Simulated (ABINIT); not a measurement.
# Bi (R-3m) in ABINIT: notebook

Aim: see how the results for Bi move with the level of theory and the settings. Levels: SCAN, revPBE, PW91, WC. Tasks: band structure.

All numbers are computed with ABINIT 10.8.3 (patched build); they aren't measurements. Logs are shortened: lines on timing, memory, paths and dates and some standing lists are left out, and cuts for length are marked. The log counts tension as positive stress, the text compression.

## 1. The crystal as given

The structure is trigonal, space group R-3m (No. 166). Conventional cell: a = 4.535 Å, b = 4.535 Å, c = 11.814 Å, α = 90.00°, β = 90.00°, γ = 120.00°. Around Bi (site symmetry 3m) lie 6 Bi at 3.06 to 3.52 Å.

## 2. Band structure, SCAN

Input file run.abi:

```
ndtset 2

pp_dirpath "./"
pseudos "Bi.GGA_PBE-JTH.xml"

acell 3*1.0
rprim
     4.2849539876     2.4739193382     7.4417414788
    -4.2849539876     2.4739193382     7.4417414788
     0.0000000000    -4.9478386764     7.4417414788
ntypat 1
znucl 83
natom 2
typat 1 1
xred
     0.7660000000     0.7660000000     0.7660000000
     0.2340000000     0.2340000000     0.2340000000

ecut 26.0
pawecutdg 48.0

ixc -263267
usekden 1
pawxcdev 0

occopt 3
tsmear 0.05 eV

nstep 100

iomode 3
prtwf 0
prteig 0
prtebands 0
enunit 1
prtden1 1
prtkden1 1

kptopt1 1
ngkpt1 7 7 7
nshiftk1 1
shiftk1 0.0 0.0 0.0
nband1 19
tolvrs1 1.0e-7

iscf2 -2
getden2 1
getkden2 1
nband2 25
nbdbuf2 4
tolwfr2 1.0e-11
kptopt2 -2
ndivsm2 8
prteig2 1
prtvol2 -3
kptbounds2
     0.0000000000     0.0000000000     0.0000000000
     0.5000000000     0.0000000000     0.0000000000
     0.5000000000     0.2403434496    -0.2403434496
```

Potentials or basis: JTH PAW PBE v2.0.

Run with:

```bash
$ abinit run.abi > log 2>&1
```

run.abo:

```text
.Version 10.8.3 of ABINIT
 DATASET    1 : space group R-3 m (#166); Bravais hR (rhombohedral)
================================================================================
 Values of the parameters that define the memory need for DATASET  1.
     intxc =       0    ionmov =       0      iscf =      17    lmnmax =      18
     lnmax =       6     mgfft =      45  mpssoang =       3    mqgrid =    3001
     natom =       2  nloc_mem =       2    nspden =       1   nspinor =       1
    nsppol =       1      nsym =      12    n1xccc =       1    ntypat =       1
    occopt =       3   xclevel =       2
       mpw =        3008          nfft =       91125          nkpt =          44
 PAW method is used; the additional fine FFT grid is defined by:
   mgfftf=        60    nfftf =    216000
================================================================================
================================================================================

 DATASET    2 : space group R-3 m (#166); Bravais hR (rhombohedral)
================================================================================
 Values of the parameters that define the memory need for DATASET  2.
     intxc =       0    ionmov =       0      iscf =      -2    lmnmax =      18
     lnmax =       6     mgfft =      45  mpssoang =       3    mqgrid =    3001
     natom =       2  nloc_mem =       2    nspden =       1   nspinor =       1
    nsppol =       1      nsym =      12    n1xccc =       1    ntypat =       1
    occopt =       3   xclevel =       2
       mpw =        3016          nfft =       91125          nkpt =          19
 PAW method is used; the additional fine FFT grid is defined by:
   mgfftf=        60    nfftf =    216000
================================================================================
================================================================================

--------------------------------------------------------------------------------
------------- Echo of variables that govern the present computation ------------
--------------------------------------------------------------------------------
 -outvars: echo values of preprocessed input variables --------
            acell      1.0000000000E+00  1.0000000000E+00  1.0000000000E+00 Bohr
              amu      2.08980370E+02
             ecut      2.60000000E+01 Hartree
           enunit           1
           getden1          0
           getden2          1
          getkden1          0
          getkden2          1
             iscf1         17
             iscf2         -2
              ixc     -263267
           jdtset        1    2
           kptopt1          1
           kptopt2         -2
         kptrlatt        7    0    0      0    7    0      0    0    7
          kptrlen1     5.99893558E+01
          kptrlen2     3.00000000E+01
            natom           2
            nband1         19
            nband2         25
           nbdbuf1          0
           nbdbuf2          4
           ndtset           2
           ndivsm1          0
           ndivsm2          8
            ngfft          45      45      45
          ngfftdg          60      60      60
             nkpt1         44
             nkpt2         19
            nstep         100
             nsym          12
           ntypat           1
           occopt           3
        pawecutdg      4.80000000E+01 Hartree
         pawxcdev           0
        prtebands           0
           prteig1          0
           prteig2          1
          prtkden           1
           prtvol1          0
           prtvol2         -3
            prtwf           0
            rprim      4.2849539876E+00  2.4739193382E+00  7.4417414788E+00
                      -4.2849539876E+00  2.4739193382E+00  7.4417414788E+00
                       0.0000000000E+00 -4.9478386764E+00  7.4417414788E+00
           shiftk1     0.00000000E+00  0.00000000E+00  0.00000000E+00
           shiftk2     5.00000000E-01  5.00000000E-01  5.00000000E-01
          spgroup         166
           tolvrs1     1.00000000E-07
           tolvrs2     0.00000000E+00
[... 260 lines left out ...]
 Non-SCF case, kpt    1 (  0.00000  0.00000  0.00000), residuals and eigenvalues=
  6.84E-12  3.48E-12  4.45E-12  8.74E-12  7.40E-12  4.99E-12  4.70E-12  3.19E-12
  4.30E-12  2.84E-12  5.22E-12  1.19E-12  1.22E-12  7.70E-12  1.32E-12  8.46E-13
  1.94E-12  8.05E-12  6.30E-12  3.03E-12  6.78E-12  6.21E-12  6.62E-12  1.46E-12
  7.43E-12
 -6.3679E-01 -6.3679E-01 -6.3098E-01 -6.3098E-01 -6.3031E-01 -6.2333E-01
 -6.2287E-01 -6.2287E-01 -6.1823E-01 -6.1823E-01 -2.8062E-01 -6.0795E-02
  1.6341E-01  1.7287E-01  1.7287E-01  3.1405E-01  3.3210E-01  3.3210E-01
  4.5070E-01  4.5400E-01  4.5400E-01  4.7469E-01  4.8406E-01  5.3194E-01
  5.3194E-01
 Non-SCF case, kpt    2 (  0.05000  0.00000  0.00000), residuals and eigenvalues=
[... 165 lines left out ...]
 -6.2570E-01 -6.2454E-01 -6.2359E-01 -6.2051E-01 -1.8852E-01 -1.7484E-01
  6.4532E-02  7.8349E-02  2.0009E-01  2.5113E-01  4.1257E-01  4.1442E-01
  4.5602E-01  4.6322E-01  6.2144E-01  6.3626E-01  6.3926E-01  6.4630E-01
  7.3550E-01
 Non-SCF case, kpt   19 (  0.50000  0.24034 -0.24034), residuals and eigenvalues=
  2.69E-12  3.06E-12  3.01E-12  6.98E-12  8.27E-12  2.59E-12  6.03E-12  6.49E-12
  3.61E-12  4.81E-12  7.63E-12  9.88E-12  6.74E-12  5.34E-12  4.07E-12  5.33E-12
  3.52E-12  6.78E-12  4.46E-12  6.88E-12  5.92E-12  2.32E-12  6.10E-12  8.67E-09
  1.48E-04
 -6.3466E-01 -6.3169E-01 -6.2930E-01 -6.2922E-01 -6.2689E-01 -6.2617E-01
 -6.2518E-01 -6.2431E-01 -6.2341E-01 -6.2054E-01 -1.9359E-01 -1.6824E-01
  6.5565E-02  6.9212E-02  2.0610E-01  2.5045E-01  4.1648E-01  4.1655E-01
  4.6020E-01  4.6734E-01  6.2766E-01  6.2811E-01  6.4355E-01  6.6076E-01
  7.2197E-01

Result for kinetic energy density :

--------------------------------------------------------------------------------
 Total kinetic energy density [Ha/Bohr^3]
)     Maximum=    1.1871E-01  at reduced coord.    0.7167    0.7333    0.7333
)     Minimum=    1.0155E-03  at reduced coord.    0.0000    0.0000    0.0000
   Integrated=    9.5678E+00
--------------------------------------------------------------------------------

--- !ResultsGS
iteration_state: {dtset: 2, }
comment   : Summary of ground state results
lattice_vectors:
- [  4.2849540,   2.4739193,   7.4417415, ]
- [ -4.2849540,   2.4739193,   7.4417415, ]
- [  0.0000000,  -4.9478387,   7.4417415, ]
lattice_lengths: [   8.93648,    8.93648,    8.93648, ]
lattice_angles: [ 57.304,  57.304,  57.304, ] # degrees, (23, 13, 12)
lattice_volume:   4.7332291E+02
convergence: {deltae:  0.000E+00, res2:  0.000E+00, residm:  9.912E-12, diffor:  0.000E+00, }
etotal    :  -4.00092682E+01
entropy   :   0.00000000E+00
fermie    :   2.20174057E-01
cartesian_stress_tensor: null
pressure_GPa: null
xred      :
- [  7.6600E-01,   7.6600E-01,   7.6600E-01, Bi]
- [  2.3400E-01,   2.3400E-01,   2.3400E-01, Bi]
cartesian_forces: null
force_length_stats: {min: null, max: null, mean: null, }
...

 Integrated electronic density in atomic spheres:
 ------------------------------------------------
 Atom  Sphere_radius  Integrated_density
    1        2.41231         12.19930329
    2        2.41231         12.19930329

================================================================================

 ----iterations are completed or convergence reached----

 Mean square residual over all n,k,spin=   50.232E-13; max=  99.123E-13
 reduced coordinates (array xred) for    2 atoms
       0.766000000000      0.766000000000      0.766000000000
       0.234000000000      0.234000000000      0.234000000000

 cartesian coordinates (angstrom) at end:
    1     -0.00000000000000     0.00000000000000     9.04952399388954
    2     -0.00000000000000    -0.00000000000000     2.76447599813336
 length scales=  1.000000000000  1.000000000000  1.000000000000 bohr
              =  0.529177210544  0.529177210544  0.529177210544 angstroms
 Eigenvalues (   eV  ) for nkpt=  19  k points:
 kpt#   1, nband= 25, wtk=  1.00000, kpt=  0.0000  0.0000  0.0000 (reduced coord)
 -17.32793  -17.32793  -17.16977  -17.16977  -17.15168  -16.96170  -16.94929  -16.94929
 -16.82291  -16.82291   -7.63614   -1.65432    4.44659    4.70403    4.70403    8.54574
   9.03695    9.03695   12.26418   12.35401   12.35401   12.91707   13.17189   14.47488
  14.47488
 kpt#   2, nband= 25, wtk=  1.00000, kpt=  0.0500  0.0000  0.0000 (reduced coord)
 -17.32590  -17.32543  -17.16880  -17.16811  -17.15033  -16.96295  -16.95060  -16.95017
 -16.82568  -16.82503   -7.61143   -1.71556    4.46074    4.70272    4.70746    8.51455
   8.91933    8.97716   12.11497   12.22288   12.37285   13.14093   13.50895   14.61497
  14.65487
 kpt#   3, nband= 25, wtk=  1.00000, kpt=  0.1000  0.0000  0.0000 (reduced coord)
 -17.32003  -17.31801  -17.16616  -17.16347  -17.14636  -16.96686  -16.95459  -16.95272
 -16.83389  -16.83141   -7.53747   -1.89314    4.49447    4.69964    4.72449    8.39782
   8.63582    8.80846   11.81624   12.17326   12.45159   13.67559   14.16810   15.00078
  15.13793
 kpt#   4, nband= 25, wtk=  1.00000, kpt=  0.1500  0.0000  0.0000 (reduced coord)
 -17.31047  -17.30582  -17.16208  -17.15585  -17.13954  -16.97377  -16.96113  -16.95643
[... 64 lines left out ...]
 -17.26856  -17.16345  -17.11055  -17.10528  -17.08631  -17.04227  -17.01501  -17.00129
 -16.97422  -16.88675   -5.02657   -4.94706    1.87230    2.50020    5.27455    6.81614
  10.74076   11.00652   12.42754   12.70788   16.48028   16.66378   17.76255   17.93277
  20.73815
 kpt#  18, nband= 25, wtk=  1.00000, kpt=  0.5000  0.2103 -0.2103 (reduced coord)
 -17.27067  -17.17645  -17.11801  -17.11536  -17.07259  -17.02624  -17.02608  -16.99447
 -16.96867  -16.88489   -5.12984   -4.75777    1.75601    2.13199    5.44480    6.83361
  11.22647   11.27700   12.40905   12.60479   16.91029   17.31342   17.39510   17.58659
  20.01399
 kpt#  19, nband= 25, wtk=  1.00000, kpt=  0.5000  0.2403 -0.2403 (reduced coord)
 -17.26994  -17.18909  -17.12423  -17.12202  -17.05865  -17.03908  -17.01202  -16.98838
 -16.96399  -16.88587   -5.26784   -4.57799    1.78413    1.88335    5.60837    6.81507
  11.33311   11.33488   12.52275   12.71695   17.07953   17.09162   17.51181   17.98021
  19.64571

== END DATASET(S) ==============================================================
================================================================================

 -outvars: echo values of variables after computation  --------
            acell      1.0000000000E+00  1.0000000000E+00  1.0000000000E+00 Bohr
           etotal1    -4.0009268217E+01
            fcart1     2.3278539466E-19  5.3817526423E-20 -1.1695962026E-03
                      -2.3278539466E-19 -5.3817526423E-20  1.1695962026E-03
            rprim      4.2849539876E+00  2.4739193382E+00  7.4417414788E+00
                      -4.2849539876E+00  2.4739193382E+00  7.4417414788E+00
                       0.0000000000E+00 -4.9478386764E+00  7.4417414788E+00
           strten1     2.2406615659E-05  2.2406615696E-05  3.1039231101E-05
                       0.0000000000E+00  0.0000000000E+00  0.0000000000E+00
           xangst     -6.9118748466E-17  3.1638029746E-17  9.0495239939E+00
                      -2.1876098812E-18 -4.8624024627E-17  2.7644759981E+00
             xred      7.6600000000E-01  7.6600000000E-01  7.6600000000E-01
                       2.3400000000E-01  2.3400000000E-01  2.3400000000E-01
 Calculation completed.
```

It took 15 min on 1 thread of Arm Neoverse V1, shared host; peak memory 0.29 GiB.

Results:

| Property | Result |
| --- | --- |
| Free energy | -1088.7077 eV |
| Pressure | -0.7 GPa |
| Largest force | 0.060 eV/Å |
| Band gap on the k mesh | 0.37 eV, indirect (least direct gap 0.61 eV) |
| Band gap along the path | 0.08 eV, direct |
| Valence electrons inside the program's atomic spheres | Bi 12.20 (radii [1.2765] Å) |

Forces on the atoms (eV/Å):
```
Bi   0.000  0.000 -0.060
Bi   0.000  0.000  0.060
```

Levels at the corners of the path, in eV from the valence-band top:
| point | band 11 | band 12 | band 13 | band 14 | band 15 | band 16 | band 17 | band 18 | band 19 | band 20 |
| --- | --- | --- | --- | --- | --- | --- | --- | --- | --- | --- |
| Γ | -13.43 | -7.44 | -1.34 | -1.09 | -1.09 | 2.76 | 3.25 | 3.25 | 6.48 | 6.56 |
| L | -11.41 | -10.70 | -1.12 | -1.01 | 0.00 | 0.08 | 0.83 | 1.28 | 8.43 | 9.33 |
| B1 | -11.06 | -10.37 | -4.01 | -3.91 | -0.18 | 1.03 | 5.54 | 5.55 | 6.73 | 6.93 |

Caveat: totals of a meta-GGA on PAW files have another zero than those of a GGA; the PAW data sets were made with another functional, which shifts forces and pressure a little; spin-orbit coupling is left out, which as a rule narrows the gap of such compounds by several tenths of an eV; the mesh misses the band edges, which the band path finds closer together. SCAN opens gaps a little over a GGA but as a rule still falls short of measured ones.

## 3. Band structure, revPBE

run.abi: that of step 2 with these lines changed.

```diff
@@ -20,6 +20,5 @@
 pawecutdg 48.0
+pawxcdev 0
 
-ixc -263267
-usekden 1
-pawxcdev 0
+ixc 14
 
@@ -36,3 +35,2 @@
 prtden1 1
-prtkden1 1
 
@@ -43,3 +41,3 @@
 nband1 19
-tolvrs1 1.0e-7
+tolvrs1 1.0e-9
 
@@ -47,3 +45,2 @@
 getden2 1
-getkden2 1
 nband2 25
```

Potentials or basis: JTH PAW PBE v2.0.

Run with:

```bash
$ abinit run.abi > log 2>&1
```

It took 2.9 min on 1 thread of Arm Neoverse V1, shared host; peak memory 0.23 GiB.

The run converged. Its results:

```
Free energy                                           : -3924.0509 eV
Pressure                                              : 2.6 GPa
Largest force                                         : 0.229 eV/Å
Band gap on the k mesh                                : 0.27 eV, indirect (least direct gap 0.53 eV)
Band gap along the path                               : 0.01 eV, direct
Valence electrons inside the program's atomic spheres : Bi 12.18 (radii [1.2765] Å)
```

Forces in eV/Å, atoms in the order of the input:
```
Bi   0.000  0.000 -0.229
Bi   0.000  0.000  0.229
```

Stress tensor (GPa, compression positive):
```
2.64 0.00 0.00
0.00 2.64 0.00
0.00 0.00 2.45
```

Levels at the corners of the path, in eV from the valence-band top:
```tsv
point	band 11	band 12	band 13	band 14	band 15	band 16	band 17	band 18	band 19	band 20
Γ	-12.86	-7.18	-1.22	-0.97	-0.97	2.76	3.23	3.23	5.93	6.06
L	-10.93	-10.28	-1.07	-0.94	0.00	0.01	0.81	1.29	7.81	8.76
B1	-10.59	-9.95	-3.85	-3.76	-0.16	1.05	5.27	5.28	6.37	6.53
```

Caveat: the PAW data sets were made with another functional, which shifts forces and pressure a little; spin-orbit coupling is left out, which as a rule narrows the gap of such compounds by several tenths of an eV; the mesh misses the band edges, which the band path finds closer together.

## 4. Band structure, PW91

run.abi: that of step 3 with these lines changed.

```diff
@@ -22,3 +22,3 @@
 
-ixc 14
+ixc -109134
```

Run with:

```bash
$ abinit run.abi > log 2>&1
```

Wall time 2.9 min (1 thread of Arm Neoverse V1, shared host); peak memory 0.23 GiB.

Results (log left out):

```
Free energy                                           : -3930.3451 eV
Pressure                                              : 1.5 GPa
Largest force                                         : 0.196 eV/Å
Band gap along the path                               : none (metal or under the smearing width)
Valence electrons inside the program's atomic spheres : Bi 12.19 (radii [1.2765] Å)
```

Forces in eV/Å, atoms in the order of the input:
```
Bi   0.000  0.000 -0.196
Bi   0.000  0.000  0.196
```

Stress tensor (GPa, compression positive):
```
1.58 0.00 0.00
0.00 1.58 0.00
0.00 0.00 1.37
```

Levels at the corners of the path, in eV from the Fermi level:
| point | band 11 | band 12 | band 13 | band 14 | band 15 | band 16 | band 17 | band 18 | band 19 | band 20 |
| --- | --- | --- | --- | --- | --- | --- | --- | --- | --- | --- |
| Γ | -13.04 | -7.41 | -1.39 | -1.13 | -1.13 | 2.59 | 3.06 | 3.06 | 5.80 | 5.93 |
| L | -11.11 | -10.47 | -1.23 | -1.09 | -0.17 | -0.16 | 0.64 | 1.13 | 7.66 | 8.61 |
| B1 | -10.78 | -10.15 | -4.00 | -3.91 | -0.33 | 0.88 | 5.11 | 5.12 | 6.19 | 6.36 |

Caveat: the PAW data sets were made with another functional, which shifts forces and pressure a little; spin-orbit coupling is left out, which moves the levels of the heavy elements.

[end of part 1 of 2]
